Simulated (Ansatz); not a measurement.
# Eigenvalues along a path: MoP

```
CELL_PARAMETERS angstrom
3.24171 0.00000 0.00000
-1.62086 2.80740 0.00000
0.00000 0.00000 3.19434
ATOMIC_POSITIONS crystal
Mo 0.00000 0.00000 0.00000
P 0.33333 0.66667 0.50000
```

The cell comes from a relaxation on PAW files under the same functional, begun from a database entry that needn't be the ground state.

All numbers are PBE results (scalar-relativistic) from Ansatz 0.2.0, with a Γ-centred 15×15×13 k mesh, Fermi–Dirac smearing of 0.05 eV, no spin polarisation. Methods: LAPW: all electrons, basis error target 0.5 meV/atom.

Path points, in fractions of the reciprocal vectors: Γ (0.000, 0.000, 0.000), M (0.500, 0.000, 0.000), K (0.333, 0.333, 0.000), A (0.000, 0.000, 0.500), L (0.500, 0.000, 0.500), H (0.333, 0.333, 0.500). Levels in eV from the Fermi level; bands 17 to 24, counted from the lowest band of the run. The gap is zero, the pressure 0.02 GPa.

```
# k(1/Å) point b17 b18 b19 b20 b21 b22 b23 b24
0.000 Γ -13.82 -4.08 -3.27 -3.27 -0.65 0.29 0.29 4.08
0.160 - -13.73 -4.13 -3.35 -3.19 -1.20 0.25 0.90 3.68
0.320 - -13.46 -4.45 -3.39 -2.96 -1.94 0.15 1.85 2.83
0.480 - -13.04 -5.05 -3.28 -2.61 -2.60 0.01 2.03 2.79
0.639 - -12.51 -5.74 -3.24 -3.13 -2.18 -0.14 1.61 2.46
0.799 - -11.94 -6.41 -3.52 -3.37 -1.75 -0.27 1.69 2.06
0.959 - -11.45 -6.94 -3.75 -3.56 -1.42 -0.36 1.78 2.07
1.119 M -11.25 -7.16 -3.83 -3.64 -1.29 -0.39 1.68 2.30
1.211 - -11.24 -7.13 -3.82 -3.70 -1.27 -0.45 1.60 2.26
1.304 - -11.19 -7.07 -3.86 -3.80 -1.20 -0.62 1.40 2.14
1.396 - -11.11 -6.96 -4.11 -3.76 -1.06 -0.85 1.15 1.94
1.488 - -11.02 -6.82 -4.44 -3.72 -1.08 -0.83 0.91 1.68
1.581 - -10.94 -6.66 -4.78 -3.69 -1.28 -0.54 0.71 1.37
1.673 - -10.86 -6.52 -5.06 -3.67 -1.40 -0.23 0.60 1.04
1.765 K -10.84 -6.47 -5.17 -3.66 -1.44 -0.08 0.64 0.81
1.950 - -10.99 -6.56 -4.81 -3.66 -1.30 -0.54 0.52 1.49
2.134 - -11.47 -6.43 -4.12 -3.57 -1.29 -0.96 0.74 2.10
2.319 - -12.14 -5.97 -3.50 -3.31 -1.98 -0.55 1.16 2.31
2.503 - -12.80 -5.30 -3.25 -2.83 -2.51 -0.19 1.74 2.62
2.688 - -13.35 -4.60 -3.35 -2.89 -2.15 0.08 2.18 2.59
2.873 - -13.70 -4.16 -3.37 -3.17 -1.31 0.24 1.05 3.57
3.057 Γ -13.82 -4.08 -3.27 -3.27 -0.65 0.29 0.29 4.08
3.198 - -13.74 -4.18 -3.23 -3.23 -0.70 0.07 0.07 4.26
3.338 - -13.50 -4.53 -3.12 -3.12 -0.70 -0.42 -0.42 4.50
3.479 - -13.12 -5.16 -2.96 -2.96 -0.95 -0.95 -0.48 4.41
3.619 - -12.63 -5.97 -2.79 -2.79 -1.38 -1.38 0.01 3.98
3.760 - -12.09 -6.80 -2.68 -2.68 -1.62 -1.62 0.62 3.46
3.900 - -11.61 -7.47 -2.68 -2.68 -1.65 -1.65 1.16 3.06
4.041 A -11.40 -7.75 -2.70 -2.70 -1.64 -1.64 1.38 2.91
4.201 - -11.39 -7.65 -2.82 -2.81 -1.74 -1.53 1.43 2.77
4.360 - -11.35 -7.36 -3.13 -3.13 -1.97 -1.22 1.54 2.52
4.520 - -11.29 -6.95 -3.63 -3.51 -2.16 -0.73 1.67 2.43
4.680 - -11.20 -6.54 -4.20 -3.86 -2.14 -0.10 1.79 2.58
4.840 - -11.12 -6.24 -4.72 -4.14 -1.81 0.58 1.87 2.91
5.000 - -11.04 -6.11 -5.08 -4.32 -1.29 1.16 1.88 3.30
5.160 L -11.02 -6.07 -5.21 -4.38 -1.01 1.40 1.85 3.50
5.252 - -11.01 -6.05 -5.37 -4.23 -1.05 1.49 1.85 3.47
5.344 - -10.97 -5.99 -5.69 -3.95 -1.15 1.71 1.89 3.40
5.437 - -10.93 -6.02 -5.90 -3.68 -1.25 1.75 2.22 3.32
5.529 - -10.87 -6.32 -5.80 -3.46 -1.32 1.70 2.69 3.25
5.621 - -10.82 -6.56 -5.72 -3.31 -1.32 1.64 3.22 3.23
5.714 - -10.78 -6.72 -5.67 -3.22 -1.29 1.57 3.21 3.78
5.806 H -10.76 -6.77 -5.65 -3.20 -1.27 1.54 3.22 4.14
5.990 - -10.82 -6.56 -5.71 -3.26 -1.44 1.66 3.09 3.14
6.175 - -10.96 -5.97 -5.90 -3.37 -1.88 1.68 1.93 2.90
6.360 - -11.12 -6.24 -5.14 -3.41 -2.22 0.59 1.84 2.60
6.544 - -11.24 -6.73 -4.23 -3.31 -2.27 -0.37 1.73 2.41
6.729 - -11.33 -7.24 -3.42 -3.09 -2.05 -1.07 1.58 2.46
6.913 - -11.39 -7.61 -2.88 -2.83 -1.77 -1.50 1.44 2.72
7.098 A -11.40 -7.75 -2.70 -2.70 -1.64 -1.64 1.38 2.91
```
